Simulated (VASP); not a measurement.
Input of a VASP 6.6.1 run:

The input INCAR:

```
SYSTEM = AlCo
ALGO = Normal ; EDIFF = 1E-7
ENCUT = 520 ; ISIF = 2
ISMEAR = 1 ; LASPH = .TRUE.
LCHARG = .TRUE. ; LMIXTAU = .TRUE.
LREAL = .FALSE. ; LVHAR = .TRUE.
LWAVE = .FALSE. ; METAGGA = R2SCAN
NELM = 150 ; PREC = Accurate
SIGMA = 0.1
```

The input KPOINTS:

```
k-points
0
G
  14 14 14
  0 0 0
```

POSCAR

```
AlCo                                    
1.0
    2.8213598549     -0.0000000000     -0.0000000000
    0.0000000000      2.8213598549     -0.0000000000
    0.0000000000      0.0000000000      2.8213598549
  Co              Al            
     1     1
Direct
     0.0000000000000000    0.0000000000000000    0.0000000000000000
     0.5000000000000000    0.5000000000000000    0.5000000000000000
```

Potentials or basis: VASP PAW PBE potentials, release 64 (Co, Al).

Command:

```console
$ cat potpaw_PBE.64/Co/POTCAR potpaw_PBE.64/Al/POTCAR > POTCAR
$ mpirun -np 1 vasp_std > vasp.out
```

Question: What does it give for the band gap on the k mesh?

Answer: None (metal or under the smearing width).

Question: What does it give for the pressure?

Answer: 0.0 GPa.

Caveat: the PAW data sets were made with another functional, which shifts forces and pressure a little. Spin polarisation is off, so any magnetic state and its effect on volume and gap are missing.
